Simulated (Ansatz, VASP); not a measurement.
# One calculation of Ti, two programs

```
Ti
1.0
    -1.52119    1.52119    1.52119
     1.52119   -1.52119    1.52119
     1.52119    1.52119   -1.52119
Ti
1
Direct
  0.00000 0.00000 0.00000
```

Alike in both runs: functional LDA; k mesh 18 × 18 × 18; occupations fermi-dirac, width 0.05 eV; no spin polarisation.

Ansatz relaxed the structure, and its values are those at the end. VASP's run is a single point on that final structure, the one shown.

|  | VASP | Ansatz |
| --- | --- | --- |
| version | VASP 6.6.1 | Ansatz 0.2.0 |
| potentials or method | VASP PAW LDA potentials, release 64 (Ti_sv) | PAW with Ansatz's default frozen-core files, scalar-relativistic |
| plane-wave cutoff (eV) | 520 | 420 |
| valence electrons in the cell | 12 | 12 |

```tsv
	VASP	Ansatz	Ansatz less VASP
pressure (GPa)	16.7	17.0	+0.30
```

Caveats: so large a pressure means that the cell lies far from this level's equilibrium, or that cutoff or potentials fall short (VASP).
